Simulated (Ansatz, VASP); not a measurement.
Given: the input of a run of Ansatz 0.2.0 on NaH.

The input input.yaml:

```yaml
crystal:
  lattice:
    - [0.0, 2.4721089453, 2.4721089453]
    - [2.4721089453, 0.0, 2.4721089453]
    - [2.4721089453, 2.4721089453, 0.0]
  atoms:
    - { symbol: Na, position: [0.0, 0.0, 0.0] }
    - { symbol: H, position: [0.5, 0.5, 0.5] }
kpoints:
  mp_grid: { grid: [9, 9, 9] }
scf:
  occupations: { method: fermi_dirac, width: 0.05 }
hamiltonian:
  xc: lda
  pseudopotentials: { kind: all_electron, lapw: { basis_error: 0.001 } }
output:
  forces: true
  stress: true
  eigenvalues: true
```

Potentials or basis: all-electron LAPW, scalar-relativistic.

Launch:

```console
$ ansatz run input.yaml --threads 1 --pin off --max-ram 3072MiB --backend cpu --events-out ev --progress --plain --runs-dir out
```

Q: Set up the same calculation for VASP 6.6.1. Potentials there: VASP PAW LDA potentials, release 64 (Na_pv, H).

A: As run (the cutoff follows the program's own potentials):

Contents of INCAR:

```
SYSTEM = NaH
ALGO = Normal
EDIFF = 1E-7
ENCUT = 520
GGA = CA
ISIF = 2
ISMEAR = -1
LASPH = .True.
LCHARG = .False.
LREAL = .False.
LWAVE = .False.
NBANDS = 11
NELM = 60
PREC = Accurate
SIGMA = 0.05
```

The input KPOINTS:

```
k-points
0
Gamma
  9 9 9
  0 0 0
```

The input POSCAR:

```
NaH
1.0
    0.0000000000      2.4721089453      2.4721089453
    2.4721089453      0.0000000000      2.4721089453
    2.4721089453      2.4721089453      0.0000000000
Na H
1 1
Direct
    0.0000000000      0.0000000000      0.0000000000
    0.5000000000      0.5000000000      0.5000000000
```

Potentials or basis: VASP PAW LDA potentials, release 64 (Na_pv, H).

The run is started by

```console
$ cat potpaw_LDA.64/Na_pv/POTCAR potpaw_LDA.64/H/POTCAR > POTCAR
$ mpirun -np 1 vasp_std > vasp.out
```

Both were run:

|  | VASP | Ansatz | Ansatz less VASP |
| --- | --- | --- | --- |
| gap on the k mesh at the Fermi level (eV) | 3.60 | 3.60 | +0.002 |
| least direct gap on the mesh (eV) | 4.32 | 4.33 | +0.003 |
| pressure (GPa) | -3.3 | -3.2 | +0.05 |

Ansatz ran all-electron here, so the differences hold the error of VASP's frozen core and of both bases.

Caveats: an odd mesh through Γ misses points on the zone boundary, where band edges often lie.
